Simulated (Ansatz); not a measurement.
# What a change of settings does to a run on AlP

The cell is COD entry 9008831, as deposited and not checked against the literature; nothing was relaxed. It is an old determination, and later ones may differ.

First run: DFT, PBE, all-electron LAPW, scalar-relativistic (Ansatz 0.2.0).

Command: `ansatz run input.yaml --threads 1 --pin off --max-ram 2048MiB --backend cpu --events-out ev --progress --plain --runs-dir out` The run took 11 s on 1 thread of Arm Neoverse V2 (shared host), peak memory 0.29 GiB.

```yaml
crystal:
  lattice:
    - [0.0, 2.7255, 2.7255]
    - [2.7255, 0.0, 2.7255]
    - [2.7255, 2.7255, 0.0]
  atoms:
    - { symbol: Al, position: [0.0, 0.0, 0.0] }
    - { symbol: P, position: [0.75, 0.75, 0.75] }
kpoints:
  mp_grid: { grid: [12, 12, 12] }
scf:
  occupations: { method: cold, width: 0.15 }
hamiltonian:
  xc: pbe
  pseudopotentials: { kind: all_electron, lapw: { basis_error: 0.0005 } }
output:
  forces: true
  stress: true
  eigenvalues: true
```

Result: converged; pressure 2.68 GPa; gap on the k mesh 1.57 eV; 6 SCF iterations.

The input is then changed:

```diff
@@ -8,5 +8,5 @@
     - { symbol: P, position: [0.75, 0.75, 0.75] }
 kpoints:
-  mp_grid: { grid: [12, 12, 12] }
+  mp_grid: { grid: [8, 8, 8], shift: [0.5, 0.5, 0.5] }
 scf:
   occupations: { method: cold, width: 0.15 }
@@ -18,3 +18,5 @@
   stress: true
   eigenvalues: true
+basis:
+  xc_grid: 1
```

(1) Predict the outcome of the changed run.

Results:

(1) It converged; energy at zero smearing 0.0 meV/atom from the first run; pressure 2.68 GPa; gap on the k mesh 1.77 eV (the mesh can miss the band edges); 6 SCF iterations. Some of these settings are too coarse for converged properties.
